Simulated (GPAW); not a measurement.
A calculation with GPAW 26.7.0 of As (cli, structure from a POSCAR):

File POSCAR:

```
As
1.0
    2.7036817444      0.0000000000      0.0000000000
    0.0000000000      2.7036817444      0.0000000000
    0.0000000000      0.0000000000      2.7036817444
As
1
Direct
    0.5000000000      0.5000000000      0.5000000000
```

Potentials or basis: GPAW PAW data sets (gpaw-data 1.2.1), pw.

Launch:

```sh
$ OMP_NUM_THREADS=1 gpaw run POSCAR -p 'mode=PW(600),xc=PBE,kpts={size:(10,10,10),gamma:True},occupations={name:fermi-dirac,width:0.05},nbands=9,convergence={density:1e-05,energy:1e-05},maxiter=150,txt=gpaw.txt' --properties efs -w gs.gpw
```

This isn't the form of As at room conditions, which is rhombohedral.

Question: Write the same calculation in another form: ASE script, structure typed inline.

Answer: As run:

The input run.py:

```python
from ase import Atoms
from ase.dft.bandgap import bandgap
from ase.io import write
from ase.units import Bohr, GPa
from gpaw import GPAW, PW
from gpaw.elf import elf_from_dft_calculation

atoms = Atoms(['As'],
              cell=[[2.7036817444, 0.0, 0.0],
                    [0.0, 2.7036817444, 0.0],
                    [0.0, 0.0, 2.7036817444]],
              scaled_positions=[[0.5, 0.5, 0.5]],
              pbc=True)

calc = GPAW(mode=PW(600),
            xc='PBE',
            kpts={'size': (10, 10, 10), 'gamma': True},
            occupations={'name': 'fermi-dirac', 'width': 0.05},
            nbands=9,
            convergence={'density': 1e-05, 'energy': 1e-05},
            maxiter=150,
            txt='gpaw.txt')
atoms.calc = calc
energy = atoms.get_potential_energy()
forces = atoms.get_forces()
stress = atoms.get_stress()
calc.write('gs.gpw')
write('result.traj', atoms)
print(f'Energy: {energy:.6f} eV')
print('Forces (eV/A):')
print(forces.round(4))
print('Stress (GPa):', (stress / GPa).round(3))
print('Fermi level:', round(calc.get_fermi_level(), 4), 'eV')
print(f'Gap: {bandgap(calc)[0]:.4f} eV, direct: {bandgap(calc, direct=True)[0]:.4f} eV')

# fields on the real-space grid
write('density.cube', atoms, data=calc.get_pseudo_density() * Bohr**3)
write('potential.cube', atoms, data=calc.get_electrostatic_potential())
write('elf.cube', atoms, data=elf_from_dft_calculation(calc).data)
```

Potentials or basis: GPAW PAW data sets (gpaw-data 1.2.1), pw.

Launch:

```console
$ OMP_NUM_THREADS=1 python run.py
```

Both were run:

|  | cli, structure from a POSCAR | ASE script, structure typed inline |
| --- | --- | --- |
| Pressure | 2.2 GPa | 2.2 GPa |
| Band gap on the k mesh | none (metal or under the smearing width) | none (metal or under the smearing width) |

Keys that steer only the numerical path or the files written may differ.
